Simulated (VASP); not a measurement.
PtSe2, 9 atoms in the cell. The cell holds a slab with vacuum, 9 atoms: a = 3.724 Å, b = 3.724 Å, c = 30.655 Å, α = 90.00°, β = 90.00°, γ = 120.00°. 

| Property | Result |
| --- | --- |
| Program | VASP 6.6.1 |
| Task | relaxation of cell and atoms |
| Functional | PBE |
| Dispersion | D3(BJ) |
| Potentials or basis | VASP PAW PBE potentials, release 64 (Se, Pt) |
| Cutoff | 600 eV |
| k mesh | 9 × 9 × 1 |
| Occupations | gaussian, width 0.03 eV |
| Spin | no spin polarisation |
| Further INCAR settings | ALGO = Normal; EDIFF = 1e-06; IBRION = 2; EDIFFG = -0.01; NSW = 90; ISIF = 3 |

Potentials or basis: VASP PAW PBE potentials, release 64 (Se, Pt).

The run is started by

```bash
$ cat potpaw_PBE.64/Se/POTCAR potpaw_PBE.64/Pt/POTCAR > POTCAR
$ mpirun -np 4 vasp_std > vasp.out
```

Hardware: 4 MPI ranks on Intel(R) Xeon(R) Platinum 8488C (Sapphire Rapids), with other jobs on the host.

Question: How long does it take, and how much memory?

Answer: Run time: 17 min on 4 MPI ranks on Intel(R) Xeon(R) Platinum 8488C (Sapphire Rapids), with other jobs on the host, peak memory 0.67 GiB a rank. Counts: scf iterations 215, k points 12, ion steps 31.
